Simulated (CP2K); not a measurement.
# GaSb (F-43m) in CP2K: a series of runs

The runs below take GaSb through single point, with RPBE+D3, RPBE+D3(BJ), RPBE+D4, RPBE+D3(BJ)+ATM.

All numbers are computed with CP2K 2026.2; they aren't measurements. Logs are shortened: lines on timing, memory, paths and dates and some standing lists are left out, and cuts for length are marked.

**What was measured.**

From a printed reference work, data compilation, for a bulk crystal of GaSb at 4.2 K: band gap 0.811 eV (direct).

How close the calculation comes is told below.

**1. Starting point**

Symmetry: F-43m, No. 216, cubic system. The conventional cell has a = 6.118 Å, b = 6.118 Å, c = 6.118 Å, α = 90.00°, β = 90.00°, γ = 90.00°. Around Sb (site symmetry -43m) lie 4 Ga at 2.65 Å. Around Ga (site symmetry -43m) lie 4 Sb at 2.65 Å.

**2. Single point, RPBE+D3**

Contents of gasb_scf.inp:

```
&GLOBAL
  PROJECT gasb_scf
  RUN_TYPE ENERGY_FORCE
  PRINT_LEVEL LOW
&END GLOBAL
&FORCE_EVAL
  METHOD QS
  STRESS_TENSOR ANALYTICAL
  &DFT
    BASIS_SET_FILE_NAME BASIS_MOLOPT_UZH
    POTENTIAL_FILE_NAME POTENTIAL_UZH
    &MGRID
      CUTOFF 450
      REL_CUTOFF 60
      NGRIDS 4
    &END MGRID
    &QS
      METHOD GPW
      EPS_DEFAULT 1.0E-9
    &END QS
    &KPOINTS
      SCHEME MONKHORST-PACK 8 8 8
      GAMMA_CENTERED T
      SYMMETRY T
      SYMMETRY_BACKEND SPGLIB
    &END KPOINTS
    &SCF
      SCF_GUESS ATOMIC
      EPS_SCF 1.0E-6
      MAX_SCF 100
      ADDED_MOS 10
      CHOLESKY OFF
      EPS_EIGVAL 1.0E-7
      &DIAGONALIZATION ON
        ALGORITHM STANDARD
      &END DIAGONALIZATION
      &MIXING ON
        METHOD BROYDEN_MIXING
        ALPHA 0.4
        BETA 1.5
        NBUFFER 8
      &END MIXING
      &SMEAR ON
        METHOD FERMI_DIRAC
        ELECTRONIC_TEMPERATURE 580.23
      &END SMEAR
    &END SCF
    &XC
      &XC_FUNCTIONAL
        &GGA_X_RPBE
        &END GGA_X_RPBE
        &GGA_C_PBE
        &END GGA_C_PBE
      &END XC_FUNCTIONAL
      &VDW_POTENTIAL
        POTENTIAL_TYPE PAIR_POTENTIAL
        &PAIR_POTENTIAL
          TYPE DFTD3
          REFERENCE_FUNCTIONAL RPBE
          PARAMETER_FILE_NAME dftd3.dat
          R_CUTOFF 20
          D3_REFERENCE_CODE T
        &END PAIR_POTENTIAL
      &END VDW_POTENTIAL
    &END XC
    &PRINT
      &KPOINTS ON
      &END KPOINTS
      &MULLIKEN ON
      &END MULLIKEN
      &MO ON
        ENERGIES T
        OCCUPATION_NUMBERS T
        &EACH
          QS_SCF 0
        &END EACH
        ADD_LAST NUMERIC
      &END MO
      &LOWDIN ON
      &END LOWDIN
      &HIRSHFELD ON
        SHAPE_FUNCTION DENSITY
      &END HIRSHFELD
      &E_DENSITY_CUBE ON
        STRIDE 1
      &END E_DENSITY_CUBE
      &V_HARTREE_CUBE ON
        STRIDE 1
      &END V_HARTREE_CUBE
      &ELF_CUBE ON
        STRIDE 1
      &END ELF_CUBE
    &END PRINT
  &END DFT
  &SUBSYS
    &CELL
      A 4.3260792873 0.0000000000 0.0000000000
      B 2.1630396436 3.7464945616 0.0000000000
      C 2.1630396436 1.2488315205 3.5322289469
      PERIODIC XYZ
    &END CELL
    &COORD
      Sb  6.4891189309 3.7464945616 2.6491717102
      Ga  0.0000000000 0.0000000000 0.0000000000
    &END COORD
    &KIND Sb
      BASIS_SET TZVP-MOLOPT-PBE-GTH-q5
      POTENTIAL GTH-PBE-q5
    &END KIND
    &KIND Ga
      BASIS_SET TZVP-MOLOPT-PBE-GTH-q13
      POTENTIAL GTH-PBE-q13
    &END KIND
    &PRINT
      &ATOMIC_COORDINATES ON
      &END ATOMIC_COORDINATES
      &CELL ON
      &END CELL
    &END PRINT
  &END SUBSYS
  &PRINT
    &FORCES ON
    &END FORCES
    &STRESS_TENSOR ON
    &END STRESS_TENSOR
  &END PRINT
&END FORCE_EVAL
```

Potentials or basis: POTENTIAL_UZH Sb GTH-PBE-q5, Ga GTH-PBE-q13; TZVP-MOLOPT-PBE-GTH basis.

Run with:

```sh
OMP_NUM_THREADS=1 cp2k.psmp -i gasb_scf.inp -o gasb_scf.out
```

gasb_scf.out:

```text

 CP2K| version string:                                       CP2K version 2026.2
 CP2K| Input file name                                              gasb_scf.inp

 GLOBAL| Force Environment number                                              1
 GLOBAL| Basis set file name                                    BASIS_MOLOPT_UZH
 GLOBAL| Potential file name                                       POTENTIAL_UZH
 GLOBAL| MM Potential file name                                     MM_POTENTIAL
 GLOBAL| Coordinate file name                                      __STD_INPUT__
 GLOBAL| Method name                                                        CP2K
 GLOBAL| Project name                                                   gasb_scf
 GLOBAL| Run type                                                   ENERGY_FORCE
 GLOBAL| FFT library                                                       FFTW3
[... 8 lines left out ...]
 GLOBAL| CPU model name                                                  UNKNOWN

 CELL| Volume [angstrom^3]:                                            57.249069
 CELL| Vector a [angstrom]:       4.326     0.000     0.000   |a| =     4.326079
 CELL| Vector b [angstrom]:       2.163     3.746     0.000   |b| =     4.326079
 CELL| Vector c [angstrom]:       2.163     1.249     3.532   |c| =     4.326079
 CELL| Angle (b,c), alpha [degree]:                                    60.000000
 CELL| Angle (a,c), beta  [degree]:                                    60.000000
 CELL| Angle (a,b), gamma [degree]:                                    60.000000
 CELL| Numerically orthorhombic:                                              NO
 CELL| Periodicity                                                           XYZ

 CELL_REF| Volume [angstrom^3]:                                        57.249069
 CELL_REF| Vector a [angstrom     4.326     0.000     0.000   |a| =     4.326079
 CELL_REF| Vector b [angstrom     2.163     3.746     0.000   |b| =     4.326079
 CELL_REF| Vector c [angstrom     2.163     1.249     3.532   |c| =     4.326079
 CELL_REF| Angle (b,c), alpha [degree]:                                60.000000
 CELL_REF| Angle (a,c), beta  [degree]:                                60.000000
 CELL_REF| Angle (a,b), gamma [degree]:                                60.000000
 CELL_REF| Numerically orthorhombic:                                          NO
 CELL_REF| Periodicity                                                       XYZ
[... 9 lines left out ...]
 TOTAL NUMBERS AND MAXIMUM NUMBERS

  Total number of            - Atomic kinds:                                   2
                             - Atoms:                                          2
                             - Shell sets:                                     2
                             - Shells:                                        17
                             - Primitive Cartesian functions:                 10
                             - Cartesian basis functions:                     58
                             - Spherical basis functions:                     51

  Maximum angular momentum of- Orbital basis functions:                        3
                             - Local part of the GTH pseudopotential:          0
                             - Non-local part of the GTH pseudopotential:      4

 MODULE QUICKSTEP: ATOMIC COORDINATES IN ANGSTROM

   Atom Kind Element         X             Y             Z       Z(eff)     Mass
      1    1 Sb   51      6.489119      3.746495      2.649172   5.0000 121.7600
      2    2 Ga   31      0.000000      0.000000      0.000000  13.0000  69.7230

 SCF PARAMETERS         Density guess:                                    ATOMIC
[... 9 lines left out ...]
                        --------------------------------------------------------
                        level_shift [a.u.]:                             0.000000
                        added MOs                                        10    0
                        --------------------------------------------------------
                        Mixing method:                            BROYDEN_MIXING
                                                charge density mixing in g-space
                        --------------------------------------------------------
                        Smear method:                                FERMI_DIRAC
                        Electronic temperature [K]:                        580.2
                        Electronic temperature [a.u.]:                  1.84E-03
                        Accuracy threshold:                             1.00E-10
                        --------------------------------------------------------
                        No outer SCF

 *******************************************************************************
                                    Kpoints
 *******************************************************************************
 BRILLOUIN| K-point scheme                                        Monkhorst-Pack
 BRILLOUIN| K-Point grid                                             8    8    8
 BRILLOUIN| Gamma-centered k-point mesh                                     ON
 BRILLOUIN| K-point symmetry accuracy                               0.100000E-05
 BRILLOUIN| K-Point point group symmetrization                                ON
[... 40 lines left out ...]
 Number of molecular orbitals:                                                19

 Number of orbital functions:                                                 51
 Number of independent orbital functions:                                     51

 SCF WAVEFUNCTION OPTIMIZATION

  Step     Update method      Time    Convergence         Total energy    Change
  ------------------------------------------------------------------------------
     1 NoMix/Diag. 0.40E+00    2.0     0.87315437       -80.2978018444 -8.03E+01
     2 Broy./Diag. 0.40E+00    2.0     0.01555877       -80.2126433457  8.52E-02
     3 Broy./Diag. 0.40E+00    2.0     0.04059655       -80.1713463615  4.13E-02
     4 Broy./Diag. 0.40E+00    2.0     0.00949639       -80.1727058063 -1.36E-03
     5 Broy./Diag. 0.40E+00    2.0     0.00906719       -80.1952427900 -2.25E-02
     6 Broy./Diag. 0.40E+00    2.0     0.00939340       -80.2084140262 -1.32E-02
     7 Broy./Diag. 0.40E+00    2.0     0.00050030       -80.2105518074 -2.14E-03
     8 Broy./Diag. 0.40E+00    2.0     0.00021452       -80.2100603469  4.91E-04
     9 Broy./Diag. 0.40E+00    2.0     0.00007178       -80.2100367702  2.36E-05
    10 Broy./Diag. 0.40E+00    2.0     0.00015594       -80.2101584449 -1.22E-04
    11 Broy./Diag. 0.40E+00    2.0     0.00008219       -80.2101637576 -5.31E-06
    12 Broy./Diag. 0.40E+00    2.0     0.00001240       -80.2101537148  1.00E-05
    13 Broy./Diag. 0.40E+00    2.0     0.00002084       -80.2101396916  1.40E-05
    14 Broy./Diag. 0.40E+00    2.1     0.00000133       -80.2101429258 -3.23E-06
    15 Broy./Diag. 0.40E+00    2.1     0.00000118       -80.2101422762  6.50E-07
    16 Broy./Diag. 0.40E+00    2.0     0.00000062       -80.2101406852  1.59E-06

  *** SCF run converged in    16 steps ***

  Electronic density on regular grids:        -17.9999996023        0.0000003977
  Core density on regular grids:               17.9999999737       -0.0000000263
  Total charge density on r-space grids:        0.0000003713
  Total charge density g-space grids:           0.0000003713

  Overlap energy of the core charge distribution:               0.00000000347340
  Self energy of the core charge distribution:               -109.24705457334224
  Core Hamiltonian energy:                                     31.75103523818048
  Hartree energy:                                               8.97362005838765
  Exchange-correlation energy:                                -11.66222704052908
  Dispersion energy:                                           -0.02550225418365
  Electronic entropic energy:                                  -0.00001211722892
  Fermi energy:                                                 0.14999949642372

  Total energy:                                               -80.21014068519915
  Total energy (extrapolated to T->0):                        -80.21013462658469

 MO| EIGENVALUES AND OCCUPATION NUMBERS FOR K POINT 1
 MO|
 MO|  Index      Eigenvalue [a.u.]        Eigenvalue [eV]             Occupation
 MO|      1              -0.409598             -11.145730               2.000000
 MO|      2              -0.408501             -11.115873               2.000000
 MO|      3              -0.408501             -11.115872               2.000000
 MO|      4              -0.407177             -11.079841               2.000000
 MO|      5              -0.407177             -11.079840               2.000000
 MO|      6              -0.228854              -6.227432               2.000000
[... 343 lines left out ...]
 MO|     18               0.665506              18.109334               0.000000
 MO|     19               0.706253              19.218132               0.000000
 MO| Sum:                                                              18.000000
 MO| E(Fermi):            0.149999 a.u.          4.081694 eV

 [... the levels of further k-points ...]

 The electron density is written in Cube    file format to the file:

 gasb_scf-ELECTRON_DENSITY-1_0.cube

 !-----------------------------------------------------------------------------!
                     Mulliken Population Analysis

 #  Atom  Element  Kind  Atomic population                           Net charge
       1     Sb       1          4.667951                              0.332049
       2     Ga       2         13.332049                             -0.332049
 # Total charge                             18.000000                  0.000000

 !-----------------------------------------------------------------------------!

 !-----------------------------------------------------------------------------!
                           Hirshfeld Charges

  #Atom  Element  Kind  Ref Charge     Population                    Net charge
      1       Sb     1       5.000          5.069                        -0.069
      2       Ga     2      13.000         12.931                         0.069

  Total Charge                                                           -0.000
 !-----------------------------------------------------------------------------!

 LOWDIN POPULATION ANALYSIS

 #  Atom  Element  Kind  Atomic population                           Net charge
       1     Sb       1          3.659549                              1.340451
       2     Ga       2         14.340451                             -1.340451
 # Total charge                             18.000000                  0.000000

               ----- ELF is computed on the real space grid -----

 ELF is written in Cube    file format to the file:

 gasb_scf-ELF_S1-1_0.cube

 ENERGY| Total FORCE_EVAL ( QS ) energy [hartree]            -80.210140035927211

 FORCES| Atomic forces [hartree/bohr]
 FORCES|   Atom     x               y               z               |f|
 FORCES|      1 -4.81895713E-05 -2.77930310E-05 -1.96872900E-05   5.90108189E-05
 FORCES|      2 -1.86212069E-05 -1.07802345E-05 -7.58779259E-06   2.28152887E-05
 FORCES| Sum    -6.68107782E-05 -3.85732655E-05 -2.72750826E-05
 FORCES| Total atomic force                                       8.18260779E-05

 STRESS| Analytical stress tensor [bar]
 STRESS|                        x                   y                   z
 STRESS|      x        1.57540247541E+04   4.11941177500E+02   2.90860114147E+02
 STRESS|      y        4.11941177500E+02   1.52787946759E+04   1.68270427198E+02
 STRESS|      z        2.90860114147E+02   1.68270427198E+02   1.51601598430E+04
 STRESS| 1/3 Trace                                             1.53976597577E+04
 STRESS| Determinant                                           3.64481757695E+12

 STRESS| Eigenvectors and eigenvalues of the analytical stress tensor [bar]
 STRESS|                        1                   2                   3
 STRESS| Eigenvalues   1.50407731620E+04   1.50414540036E+04   1.61107521074E+04
 STRESS|      x          -0.373566904477     -0.440417758728      0.816382242382
 STRESS|      y           0.871374086871      0.135145967031      0.471638387247
 STRESS|      z          -0.318048689055      0.887562823350      0.333282561797
```

It took 43 s on 1 thread of Arm Neoverse V1, shared host; peak memory 0.34 GiB.

Results:

```yaml
Free_energy: -2182.6289 eV
Pressure: 1.5 GPa
Band_gap_on_the_k_mesh: 0.16 eV, direct
Mulliken_charges: Sb +0.33; Ga -0.33 e
Hirshfeld_charges: Sb -0.07; Ga +0.07 e
```

Caveat: Mulliken charges move with the basis; the potentials were made for another functional, which shifts forces and pressure; spin-orbit coupling is left out, which moves the levels of the heavy elements; the basis of atomic orbitals isn't converged, which shifts pressures, moduli and gaps.

(Continued in part 2 of 2.)
